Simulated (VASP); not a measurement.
# Pt (C2/m) in VASP: a series of runs, part 2 of 2

VASP 6.6.1. The steps go on from the part before.

## Step 5: Single point, PBE

This run uses another cell than the first one, of 16.25 Å³/atom, 0.885 times its volume.

INCAR reads:

```
SYSTEM = Pt
ALGO = Fast ; EDIFF = 1E-6
ENCUT = 520 ; GGA = PE
ISIF = 2 ; ISMEAR = 0
LASPH = .True. ; LCHARG = .False.
LREAL = .False. ; LWAVE = .False.
NBANDS = 28 ; NELM = 100
PREC = Accurate ; SIGMA = 0.1
```

KPOINTS reads:

```
k-points
0
Gamma
  21 21 6
  0 0 0
```

POSCAR reads:

```
Pt
1.0
    2.7429217211      0.0000000000      0.0000000000
   -1.3714608605      2.3754398910      0.0000000000
    0.0000000000      0.0000000000      9.9778484950
Pt
4
Direct
    0.3333333333      0.6666666667      0.1189202386
    0.6666666667      0.3333333333      0.6189202386
    0.3333333333      0.6666666667      0.3810797614
    0.6666666667      0.3333333333      0.8810797614
```

Potentials or basis: VASP PAW PBE potentials, release 64 (Pt).

Started as:

```
> cat potpaw_PBE.64/Pt/POTCAR > POTCAR
> mpirun -np 1 vasp_std > vasp.out
```

OUTCAR:

```text
SYSTEM = Pt
   EDIFF = 1E-6
   ENCUT = 520
   GGA = PE
   ISIF = 2
   ISMEAR = 0
   LASPH = .True.
   LREAL = .False.
   NELM = 100
   PREC = Accurate

 ion  position               nearest neighbor table
   1  0.333  0.667  0.119-   3 2.62   4 2.85   4 2.85   4 2.85
   2  0.667  0.333  0.619-   4 2.62   3 2.85   3 2.85   3 2.85
   3  0.333  0.667  0.381-   1 2.62   2 2.85   2 2.85   2 2.85
   4  0.667  0.333  0.881-   2 2.62   1 2.85   1 2.85   1 2.85

  LATTYP: Found a hexagonal cell.
 ALAT       =     2.7429217211
 C/A-ratio  =     3.6376716179

  Lattice vectors:

 A1 = (   2.7429217211,   0.0000000000,   0.0000000000)
 A2 = (  -1.3714608605,   2.3754398910,   0.0000000000)
 A3 = (   0.0000000000,   0.0000000000,   9.9778484950)

Analysis of symmetry for initial positions (statically):
=====================================================================
 Subroutine PRICEL returns:
 Original cell was already a primitive cell.

 Routine SETGRP: Setting up the symmetry group for a
 hexagonal supercell.

 Subroutine GETGRP returns: Found 24 space group operations
 (whereof 12 operations were pure point group operations)
 out of a pool of 24 trial point group operations.

The static configuration has the point symmetry D_3d.
 The point group associated with its full space group is D_6h.

Analysis of symmetry for dynamics (positions and initial velocities):
=====================================================================
 Subroutine PRICEL returns:
 Original cell was already a primitive cell.

 Routine SETGRP: Setting up the symmetry group for a
 hexagonal supercell.

 Subroutine GETGRP returns: Found 24 space group operations
 (whereof 12 operations were pure point group operations)
 out of a pool of 24 trial point group operations.

The dynamic configuration has the point symmetry D_3d.
 The point group associated with its full space group is D_6h.

 Subroutine INISYM returns: Found 24 space group operations
 (whereof 12 operations are pure point group operations),
 and found     1 'primitive' translations

----------------------------------------------------------------------------------------

                                     Primitive cell

  volume of cell :      65.0121

  direct lattice vectors                    reciprocal lattice vectors
     2.742921721  0.000000000  0.000000000     0.364574750  0.210487330  0.000000000
    -1.371460861  2.375439891  0.000000000     0.000000000  0.420974660  0.000000000
     0.000000000  0.000000000  9.977848495     0.000000000  0.000000000  0.100222007

  length of vectors
     2.742921721  2.742921721  9.977848495     0.420974660  0.420974660  0.100222007

  position of ions in fractional coordinates (direct lattice)
     0.333333333  0.666666667  0.118920239
     0.666666667  0.333333333  0.618920239
     0.333333333  0.666666667  0.381079761
     0.666666667  0.333333333  0.881079761

  ion indices of the primitive-cell ions
   primitive index   ion index
                 1           1
                 2           2
                 3           3
[... 22 lines left out ...]

 Subroutine IBZKPT returns following result:
 ===========================================

 Found    192 irreducible k-points:

 Following reciprocal coordinates:
            Coordinates               Weight
  0.000000  0.000000  0.000000      1.000000
  0.047619  0.000000  0.000000      6.000000
  0.095238  0.000000  0.000000      6.000000
  0.142857  0.000000  0.000000      6.000000
  0.190476  0.000000  0.000000      6.000000
  0.238095  0.000000  0.000000      6.000000
[... 16 lines left out ...]
  0.142857  0.095238  0.000000     12.000000
  0.190476  0.095238  0.000000     12.000000
 [... further k-points ...]
   k-points           NKPTS =    192   k-points in BZ     NKDIM =    192   number of bands    NBANDS=     28
   number of dos      NEDOS =    301   number of ions     NIONS =      4
   total plane-waves  NPLWV =  32000
   dimension x,y,z NGX =    20 NGY =   20 NGZ =   80
   dimension x,y,z NGXF=    40 NGYF=   40 NGZF=  160
   ions per type =               4
   NGX,Y,Z   is equivalent  to a cutoff of  12.12, 12.12, 13.33 a.u.
   NGXF,Y,Z  is equivalent  to a cutoff of  24.24, 24.24, 26.66 a.u.
 SYSTEM =  Pt
   PREC   = accura    normal or accurate (medium, high low for compatibility)
   ISTART =      0    job   : 0-new  1-cont  2-samecut
   ICHARG =      2    charge: 1-file 2-atom 10-const
   ISPIN  =      1    spin polarized calculation?
   LNONCOLLINEAR =      F non collinear calculations
   LSORBIT =      F    spin-orbit coupling
   LASPH  =      T    aspherical Exc in radial PAW
   ENCUT  =  520.0 eV  38.22 Ry    6.18 a.u.   5.10  5.10 18.55*2*pi/ulx,y,z
   NELM   =    100;   NELMIN=  2; NELMDL= -5     # of ELM steps
   EDIFF  = 0.1E-05   stopping-criterion for ELM
   LREAL  =      F    real-space projection
   EDIFFG = 0.1E-04   stopping-criterion for IOM
   NSW    =      0    number of steps for IOM
   IBRION =     -1    ionic relax: 0-MD 1-quasi-New 2-CG
   NFREE  =      0    steps in history (QN), initial steepest desc. (CG)
   ISIF   =      2    stress and relaxation
   ISYM   =      2    0-nonsym 1-usesym 2-fastsym
   POTIM  = 0.5000    time-step for ionic-motion
   TEBEG  =    0.0;   TEEND  =   0.0 temperature during run
   PSTRESS=    0.0 pullay stress
   NELECT =      40.0000    total number of electrons
   NUPDOWN=      -1.0000    fix difference up-down
   EMIN   =  10.00;   EMAX   =-10.00  energy-range for DOS
   EFERMI =   0.00;   METHOD = LEGACY
   ISMEAR =     0;   SIGMA  =   0.10  broadening in eV -4-tet -1-fermi 0-gaus
   EFERMI_NEDOS =   21; number of points for ismear=-14 and -15
   IALGO  =     68    algorithm
   IMIX   =      4    mixing-type and parameters
     AMIX     =   0.40;   BMIX     =  1.00
     AMIX_MAG =   1.60;   BMIX_MAG =  1.00
  volume/ion in A,a.u.               =      16.25       109.68
  Fermi-wavevector in a.u.,A,eV,Ry     =   1.392398  2.631251 26.378595  1.938772
  Thomas-Fermi vector in A             =   2.516145
   LORBIT       =      0    0 simple, 1 ext, 2 COOP (PROOUT), +10 PAW based schemes
   GGA     = PE    functional components
   LHFCALC =     F    Hartree Fock is set to
   AEXX    =    0.0000 exact exchange contribution
   IVDW    =     0    specifies the selected vdW correction
   LEPSILON=     F    determine dielectric tensor
   LRPA    =     F    only Hartree local field effects (RPA)
 non-spin polarized calculation
 RMM-DIIS sequential band-by-band and
 Gauss-broadening in eV      SIGMA  =   0.10
  energy-cutoff  :      520.00
  volume of cell :       65.01
 maximum number of plane-waves:      1769
   NGX = 11   NGY = 11   NGZ = 37

 number of electron      40.0000000 magnetization

 Free energy of the ion-electron system (eV)
  ---------------------------------------------------
  ext. energy  EPLUGINS =         0.00000000
  ---------------------------------------------------
  free energy    TOTEN  =       -24.09483512 eV

  energy without entropy =      -24.06103261  energy(sigma->0) =      -24.07793386

 E-fermi :   9.9998     XC(G=0): -12.9970

 val. band max:        9.9987749315   @ k =   0.2857   0.1429   0.1667
 cond. band min:      10.0010270809   @ k =   0.2857   0.1429   0.5000
 fundamental gap:      0.0022521494
 Fermi energy:         9.9997829205

 k-point     1 :       0.0000    0.0000    0.0000
  band No.  band energies     occupation
      1       0.4597      2.00000
      2       1.7582      2.00000
      3       2.1873      2.00000
      4       3.1031      2.00000
      5       4.8543      2.00000
      6       5.1513      2.00000
[... 733 lines left out ...]
     27      22.3573      0.00000
     28      23.3344      0.00000

 [... further k-points ...]

------------------------ aborting loop because EDIFF is reached ----------------------------------------

  FORCE on cell =-STRESS in cart. coord.  units (eV):
  Direction    XX          YY          ZZ          XY          YZ          ZX
  --------------------------------------------------------------------------------------
  -------------------------------------------------------------------------------------
  Total       -0.1920062     -0.1920062     -0.2216370     -0.0000000      0.0000000      0.0000000
  in kB       -4.7318564     -4.7318564     -5.4620844     -0.0000000      0.0000000      0.0000000
  external PRESSURE =      -4.9752657 kB  Pullay stress =       0.0000000 kB

 VOLUME and BASIS-vectors are now :
 -----------------------------------------------------------------------------
  energy-cutoff  :      520.00
  volume of cell :       65.01
      direct lattice vectors                 reciprocal lattice vectors
     2.742921721  0.000000000  0.000000000     0.364574750  0.210487330  0.000000000
    -1.371460861  2.375439891  0.000000000     0.000000000  0.420974660  0.000000000
     0.000000000  0.000000000  9.977848495     0.000000000  0.000000000  0.100222007

 POSITION                                       TOTAL-FORCE (eV/Angst)
 -----------------------------------------------------------------------------------
     -0.00000      1.58363      1.18657         0.000000      0.000000      0.007815
      1.37146      0.79181      6.17549         0.000000     -0.000000      0.007815
     -0.00000      1.58363      3.80236        -0.000000      0.000000     -0.007815
      1.37146      0.79181      8.79128        -0.000000     -0.000000     -0.007815
 -----------------------------------------------------------------------------------
    total drift:                               -0.000000      0.000000     -0.000000

  FREE ENERGIE OF THE ION-ELECTRON SYSTEM (eV)
  ---------------------------------------------------
  free  energy   TOTEN  =       -24.0948351159 eV

  energy  without entropy=      -24.0610326089  energy(sigma->0) =      -24.07793386
```

Run time: 4.3 min. Hardware: 1 thread of Intel Xeon Platinum 8259CL at 2.50GHz (Skylake/Cascade Lake), shared host; peak memory 0.37 GiB.

Results:

| Quantity | Value |
| --- | --- |
| Free energy | -24.0948 eV |
| Pressure | -0.5 GPa |
| Largest force | 0.008 eV/Å |
| Band gap on the k mesh | none (metal or under the smearing width) |

Forces in eV/Å, atoms in the order of the input:
```
Pt   0.000  0.000  0.008
Pt   0.000  0.000  0.008
Pt   0.000  0.000 -0.008
Pt   0.000  0.000 -0.008
```

The run has no spin-orbit coupling, so splittings on Pt are missing.

## Step 6: Single point, PBE (random cell with space group Fmm2 (No. 42))

INCAR reads:

```
SYSTEM = Pt
PREC     = Accurate       ! precision mode
ENCUT    = 520            ! plane-wave cutoff, eV
EDIFF    = 1E-6           ! SCF threshold, eV
ISMEAR   = 0              ! smearing method
SIGMA    = 0.1            ! smearing width, eV
LREAL    = .False.        ! projectors in reciprocal space
LASPH    = .True.         ! aspherical terms in the spheres
NELM     = 100            ! most SCF steps
ALGO     = Normal         ! electronic algorithm
ISIF     = 2              ! what is computed and relaxed
LWAVE    = .False.        ! write WAVECAR
LCHARG   = .False.        ! write CHGCAR
GGA      = PE             ! functional
NBANDS   = 33             ! bands
```

KPOINTS reads:

```
regular mesh
0
Gamma
  4 4 4
  0 0 0
```

POSCAR reads:

```
Pt
1.0
    0.0000000000      4.6113222541      2.5008804112
    3.9956533051      0.0000000000      2.5008804112
    3.9956533051      4.6113222541      0.0000000000
Pt
5
Direct
    0.6393794963      0.2945833845      0.3606205037
    0.2945833845      0.6393794963      0.7054166155
    0.8929794230      0.4400487737      0.5599512263
    0.4400487737      0.8929794230      0.1070205770
    1.0046989225      1.0046989225     -0.0046989225
```

Potentials or basis: VASP PAW PBE potentials, release 64 (Pt).

Started as:

```
> cat potpaw_PBE.64/Pt/POTCAR > POTCAR
> mpirun -np 1 vasp_std > vasp.out
```

It took 35 s on 1 thread of Intel Xeon 6975P-C (Granite Rapids), shared host; peak memory 0.26 GiB.

The run converged. Its results:

```yaml
Free_energy: -28.3697 eV
Pressure: -0.5 GPa
Largest_force: 0.013 eV/Å
Band_gap_on_the_k_mesh: none (metal or under the smearing width)
```

Forces in eV/Å, atoms in the order of the input:
```
Pt   0.002  0.000  0.012
Pt  -0.002  0.000  0.012
Pt   0.000  0.009 -0.005
Pt   0.000 -0.009 -0.005
Pt   0.000  0.000 -0.013
```

Stress tensor (GPa, compression positive):
```
-0.37  0.00  0.00
 0.00 -0.50  0.00
 0.00  0.00 -0.48
```

Levels at points of the mesh, in eV from the Fermi level:
```tsv
k point	band 23	band 24	band 25	band 26	band 27	band 28
(0.00, 0.00, 0.00)	-0.46	-0.09	0.10	0.18	1.37	4.59
(0.50, 0.00, 0.00)	-0.68	-0.30	-0.11	0.08	0.40	1.70
(0.50, 0.50, 0.00)	-0.45	-0.26	0.15	0.18	0.44	1.12
(0.50, 0.00, 0.50)	-0.70	-0.43	-0.39	0.10	0.28	2.80
(0.00, 0.50, 0.50)	-0.23	-0.21	-0.15	0.03	0.40	1.21
```

Caveat: the k mesh is coarse (spacing up to 0.41 Å⁻¹), so the values aren't converged.

## Step 7: Overview

| task | cell | k mesh | cutoff (eV) | mesh quality | gap on the mesh (eV) | pressure (GPa) | largest force (eV/Å) |
| --- | --- | --- | --- | --- | --- | --- | --- |
| single point | C2/m, 18.37 Å³/atom | 6 × 6 × 4 | 520 | not flagged | none | 139.2 | 69.98 |
| single point | P6_3/mmc, 16.21 Å³/atom | 9 × 9 × 2 | 520 | not flagged | none | -0.4 | 0.03 |
| relaxation of cell and atoms | relaxed | 9 × 9 × 2 | 600 | not flagged | - | -0.2 | 0.03 |
| single point | P6_3/mmc, 16.25 Å³/atom | 21 × 21 × 6 | 520 | not flagged | none | -0.5 | 0.01 |
| single point | random cell with space group Fmm2 (No. 42) | 4 × 4 × 4 | 520 | coarse | none | -0.5 | 0.01 |

Alike in all rows: level PBE; potentials or basis VASP PAW PBE potentials, release 64 (Pt); no spin polarisation; smearing gaussian 0.1 eV.

Caveats: some runs use coarse meshes; a pressure of tens of GPa on the cell as given is suspect, and the run, the potentials or the cell itself is likely at fault (some runs); forces of over 1 eV/Å show positions far from the minimum, so gaps and moduli don't describe the material at rest (some runs); the bands computed are all filled at some k points, so no gap is given (some runs).

Absolute energies hang on the potentials; compare differences alone.
